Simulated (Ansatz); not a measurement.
Write the native input for Ansatz 0.2.0 that does the following.

```
Task                : single point
Functional          : PBEsol
Potentials or basis : Ansatz PAW
Cutoff              : 420 eV (not typed: the program's choice for these potentials)
k mesh              : 7 × 7 × 7
Occupations         : fermi-dirac, width 0.05 eV
Spin                : collinear spin, ferromagnetic start
Starting moments    : [1.0, 1.0, 1.0, 0.0] μB
Fixed moment        : 3 μB
```

The system is Mn3Si.

```
Mn Si
1.0
     0.00000    2.86100    2.86100
     2.86100    0.00000    2.86100
     2.86100    2.86100    0.00000
Mn Si
3 1
Direct
  0.75000 0.75000 0.75000
  0.25000 0.25000 0.25000
  0.50000 0.50000 0.50000
  0.00000 0.00000 0.00000
```

These files were run (other wordings do the same):

input.yaml

```yaml
crystal:
  lattice:
    - [0.0, 2.861, 2.861]
    - [2.861, 0.0, 2.861]
    - [2.861, 2.861, 0.0]
  atoms:
    - { symbol: Mn, position: [0.75, 0.75, 0.75], spin: 1.0 }
    - { symbol: Mn, position: [0.25, 0.25, 0.25], spin: 1.0 }
    - { symbol: Mn, position: [0.5, 0.5, 0.5], spin: 1.0 }
    - { symbol: Si, position: [0.0, 0.0, 0.0] }
hamiltonian:
  xc: pbesol
  pseudopotentials: { kind: paw }
magnetization:
  spin_polarized: true
  initial_magnetization: 3.0
  spin_locking: { lock_magnetization: hard }
kpoints:
  mp_grid: { grid: [7, 7, 7] }
scf:
  occupations: { method: fermi_dirac, width: 0.05 }
  lower_state_search: "off"
output:
  forces: true
  stress: true
  eigenvalues: true
```

Potentials or basis: Ansatz PAW.

Run with:

```console
$ ansatz run input.yaml --threads 2 --pin off --max-ram 5632MiB --backend cpu --events-out ev --progress --plain --runs-dir out
```

It gave:

```json
{
 "Pressure": "-19.5 GPa",
 "Net moment": "3.00 μB per cell",
 "Absolute moment": "3.06 μB per cell",
 "Site moments": "Mn +0.50, +1.92; Si -0.01 μB"
}
```

Caveat: the total moment is fixed, so each spin has its own Fermi level; the PAW data sets come from PBE, with cores solved anew for the run's functional, which leaves a small shift of forces and pressure; the thresholds are loose for stress.

It took 2.6 s on 2 threads of AMD EPYC 7R43 64-Core Processor (Zen 3), with other jobs on the host, peak memory 0.4 GiB.
